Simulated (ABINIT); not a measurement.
A calculation with ABINIT 10.8.3 (patched build) of Te (native input, structure from a POSCAR):

The input run.abi:

```
# Pseudopotentials
pp_dirpath "./"
pseudos "Te.GGA_PBE-JTH.xml"

# Structure
structure "poscar:POSCAR"
natom 3

# Plane-wave basis
ecut 15.0
pawecutdg 30.0

# k points
kptopt 1
ngkpt 7 7 5
nshiftk 1
shiftk 0.0 0.0 0.0

# Exchange and correlation
ixc 11

# Bands and occupations
nband 13
occopt 3
tsmear 0.05 eV

# SCF cycle
nstep 100
tolvrs 1.0e-9

# Output
iomode 3
prtwf 0
prtden 0
prteig 0
prtebands 0
```

POSCAR

```
Te
1.0
    4.4540000000      0.0000000000      0.0000000000
   -2.2270000000      3.8572771485      0.0000000000
    0.0000000000      0.0000000000      5.9240000000
Te
3
Direct
    0.7310000000      0.7310000000      0.0000000000  Te
    0.0000000000      0.2690000000      0.6666666667  Te
    0.2690000000      0.0000000000      0.3333333333  Te
```

Potentials or basis: JTH PAW PBE v2.0.

Command:

```console
$ abinit run.abi > log 2>&1
```

**Question.** Write the same calculation in another form: ASE script, structure from a P1 CIF.

**Answer.** As run:

run.py

```python
import json, os
import numpy as np
from ase.units import GPa
from ase.calculators.abinit import Abinit, AbinitProfile
from ase.io import read

atoms = read('Te.cif')

profile = AbinitProfile(command='abinit', pp_paths=[os.path.abspath('pseudos')])
params = dict(
    pps='pawxml', xc='PBE',
    ecut=408.1708,
    pawecutdg=816.3416,
    kptopt=1,
    ngkpt=[7, 7, 5],
    nshiftk=1,
    shiftk=[0.0, 0.0, 0.0],
    ixc=11,
    nband=13,
    occopt=3,
    tsmear=0.05,
    nstep=100,
    tolvrs=1e-09,
    prtwf=0,
    prtden=0,
)

atoms.calc = Abinit(profile=profile, directory='run', **params)
energy = atoms.get_potential_energy()
forces = atoms.get_forces()
stress = atoms.get_stress()
print(f'energy {energy:.6f} eV')
print('forces (eV/A)')
print(np.round(forces, 5))
print('stress (GPa, Voigt, tension positive)', np.round(stress / GPa, 4))
json.dump(dict(energy=energy, forces=forces.tolist(), stress=stress.tolist(), cell=atoms.cell.tolist(), frac=atoms.get_scaled_positions(wrap=False).tolist()), open('results.json', 'w'))
```

Te.cif

```cif
data_Te
_cell_length_a 4.45400000
_cell_length_b 4.45400000
_cell_length_c 5.92400000
_cell_angle_alpha 90.00000000
_cell_angle_beta 90.00000000
_cell_angle_gamma 120.00000000
_space_group_name_H-M_alt 'P1'
_space_group_name_Hall 'P 1'
_space_group_IT_number 1
loop_
_space_group_symop_operation_xyz
'x,y,z'
loop_
_atom_site_label
_atom_site_type_symbol
_atom_site_symmetry_multiplicity
_atom_site_Wyckoff_symbol
_atom_site_fract_x
_atom_site_fract_y
_atom_site_fract_z
_atom_site_occupancy
Te1 Te 1 a 0.7310000000 0.7310000000 0.0000000000 1
Te2 Te 1 a 0.0000000000 0.2690000000 0.6666666667 1
Te3 Te 1 a 0.2690000000 0.0000000000 0.3333333333 1
```

Potentials or basis: JTH PAW PBE v2.0.

Command:

```sh
$ python run.py
```

Both were run:

|  | native input, structure from a POSCAR | ASE script, structure from a P1 CIF |
| --- | --- | --- |
| Pressure | 1.5 GPa | 1.5 GPa |
| Largest force | 0.223 eV/Å | 0.223 eV/Å |
| Band gap on the k mesh | 0.62 eV, indirect (least direct gap 0.80 eV) | 0.62 eV, indirect (least direct gap 0.80 eV) |
| Valence electrons inside the program's atomic spheres | Te 3.05 (radii [1.223] Å) | Te 3.05 (radii [1.223] Å) |

Keys that steer only the numerical path or the files written may differ.

Caveat: spin-orbit coupling is left out, which moves the levels of the heavy elements; an odd mesh through Γ misses points on the zone boundary, where band edges often lie.
